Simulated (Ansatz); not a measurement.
input.yaml for MgTe (Ansatz 0.2.0)

```yaml
crystal:
  lattice:
    - [0.0, 3.2319988239, 3.2319988239]
    - [3.2319988239, 0.0, 3.2319988239]
    - [3.2319988239, 3.2319988239, 0.0]
  atoms:
    - { symbol: Mg, position: [0.0, 0.0, 0.0] }
    - { symbol: Te, position: [0.75, 0.75, 0.75] }
basis:
  ecutwfc: 420
kpoints:
  mp_grid: { grid: [4, 4, 4] }
hamiltonian:
  xc: pbe
  dispersion: d3bj
scf:
  occupations: { method: tetrahedron_uncorrected }
output:
  forces: true
  stress: true
  eigenvalues: true
```

Command:

```bash
ansatz run input.yaml --threads 1 --pin off --max-ram 1331MiB --backend cpu --events-out ev --progress --plain --runs-dir out
```

Output, shortened (HF is the Harris–Foulkes energy, dr2 the density residual in eV):

```text
band count auto-derived: 18 (N_el = 26.0; filled up to band 13; 17 by the electrons, moments and atoms)
Pseudopotential: Mg, paw, valence charge 10, recommended cutoff 420 eV (normal)
Pseudopotential: Te, paw, valence charge 16, recommended cutoff 420 eV (normal)
Crystal: 2 atoms, lattice volume = 67.522 Å³
Basis set: ecut = 420 eV, 1363 PW (Γ), exchange–correlation on 64×64×64 points (8 copies of the dense FFT grid, shifted against one another)
Bands: 18, of which v1, the nominal top of the filled ones, is band 13 counted from 1 (12 counted from 0)
Symmetry: 24 space group operations
Space group: F-43m (ITA 216), of the structure as read, at distance tolerance 4.1e-5 Å
k-points: 8 of 64 (time reversal used)
Initial density: superposition of atomic densities, corrected by the library's trained network
SCF iter   1: HF=-8906.073504 eV  Δρ=5.15e-4  dr2=1.70e-4
SCF iter   2: HF=-8906.072255 eV  Δρ=2.91e-4  dr2=5.12e-5
SCF iter   3: HF=-8906.072229 eV  Δρ=9.76e-5  dr2=2.97e-6
SCF iter   4: HF=-8906.072233 eV  Δρ=3.55e-5  dr2=4.60e-7
SCF iter   5: F=-8906.072235 eV  HF=-8906.072235 eV  Δρ=8.18e-6  dr2=4.28e-8
SCF iter   6: F=-8906.072235 eV  HF=-8906.072235 eV  Δρ=1.25e-6  dr2=6.91e-10
SCF 1 converged in 6 iterations: F = -8906.072235 eV  dr2 = 6.91e-10
SCF converged after 6 iterations
Free energy (F): -8906.072235 eV
E sigma→0 (E₀):  -8906.072235 eV
Fermi energy:    4.315435 eV
--- Forces (eV/Å), atoms counted from 1 ---
  atom   1  Mg    -0.00000000     0.00000000     0.00000000
  atom   2  Te     0.00000000     0.00000000     0.00000000
--- Stress (GPa, compression-positive) ---
       -0.755558      -0.000000      -0.000000
        0.000000      -0.755558       0.000000
       -0.000000       0.000000      -0.755558
  P = ⅓ Tr σ = -0.7556 GPa (-7.556 kbar)
```

Settings here are deliberately varied, not converged.